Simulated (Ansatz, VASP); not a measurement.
One calculation of Na, two programs

INCAR

```
PREC = Accurate ; ENCUT = 600
EDIFF = 1E-6 ; ISMEAR = -1
SIGMA = 0.08 ; LREAL = False
LASPH = True ; NELM = 100
ALGO = Normal ; ISIF = 4
LWAVE = False ; LCHARG = False
GGA = PE ; IBRION = 2
NSW = 50 ; EDIFFG = -0.005
```

KPOINTS

```
Automatic mesh
0
Gamma
  13 13 12
```

File POSCAR:

```
Na
1.0
    3.2841326538      0.0000000000      0.0000000000
   -1.6420663269      2.8441423076      0.0000000000
    0.0000000000      0.0000000000      3.0870846945
Na
1
Direct
    0.0000000000      0.0000000000      0.0000000000
```

Input for Ansatz:

```yaml
crystal:
  lattice:
    - [3.2841326538, 0.0, 0.0]
    - [-1.6420663269, 2.8441423076, 0.0]
    - [0.0, 0.0, 3.0870846945]
  atoms:
    - { symbol: Na, position: [0.0, 0.0, 0.0] }
kpoints:
  mp_grid: { grid: [13, 13, 12] }
scf:
  occupations: { method: fermi_dirac, width: 0.08 }
hamiltonian:
  xc: pbe
  pseudopotentials: { kind: paw }
output:
  forces: true
  stress: true
relax:
  f_tol: 0.005
  max_steps: 30
  cell: { stress_tol: 0.15, fix: [volume] }
```

Alike in both runs: task relaxation of shape and atoms at fixed volume; functional PBE; k mesh 13 × 13 × 12; occupations fermi-dirac, width 0.08 eV; no spin polarisation.

|  | VASP | Ansatz |
| --- | --- | --- |
| version | VASP 6.6.1 | Ansatz 0.2.0 |
| potentials or method | VASP PAW PBE potentials, release 64 (Na_pv) | PAW with Ansatz's default frozen-core files, scalar-relativistic |
| plane-wave cutoff (eV) | 600 | 420 |
| valence electrons in the cell | 7 | 9 |

|  | VASP | Ansatz | Ansatz less VASP |
| --- | --- | --- | --- |
| relaxed volume (Å³/atom) | 28.84 | 28.84 | 0.000 |
| relaxed cell length with the largest relative difference (Å) | 3.068 | 3.069 | +0.0003 |

The two sets of potentials don't hold the same shells in valence.
